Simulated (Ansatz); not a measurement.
CsH: pressure against volume

CsH, Fm-3m, a = 6.102 Å. Ansatz: LDA, PAW, 420 eV, Γ-centred 8×8×8 mesh on 2 atoms, Gaussian smearing 0.02 eV; no spin polarisation. Symmetry fixes shape and atoms, so the cell is only scaled; pressure is positive in compression.

| V (Å³/atom) | P (GPa) |
| --- | --- |
| 24.995 | ? |
| 25.847 | 1.30 |
| 26.700 | 0.79 |
| 27.552 | 0.35 |
| 28.404 | -0.03 |
| 29.256 | -0.36 |
| 30.108 | -0.65 |
| 31.244 | -0.98 |

Take V0 = 28.404 Å³/atom, count pressures from its P0 = -0.03 GPa, fit the third-order Birch–Murnaghan form to the other rows, and predict the missing pressure.

With the Eulerian strain f = ½[(V0/V)^(2/3) − 1] and y = (P − P0)/[3f(1 + 2f)^(5/2)], the form is the line y = B0 + 1.5 B0 (B0′ − 4) f. Rows (f, y): 0.03246, 11.67; 0.02105, 11.71; 0.01026, 11.73; -0.00976, 11.84; -0.01905, 11.96; -0.03078, 12.06. Means f = 0.0006967, y = 11.828; Σ(Δf)² = 0.003005, ΣΔfΔy = -0.01839; the slope is their ratio. y = 11.83 − 6.121 f GPa, so B0 = 11.8 GPa and B0′ = 4 + 2 × (-6.121)/(3 × 11.83) = 3.66. At V = 24.995, f = 0.04449, y = 11.558 and P = 1.88 GPa. The run gave 1.88 GPa, the same to the digits shown.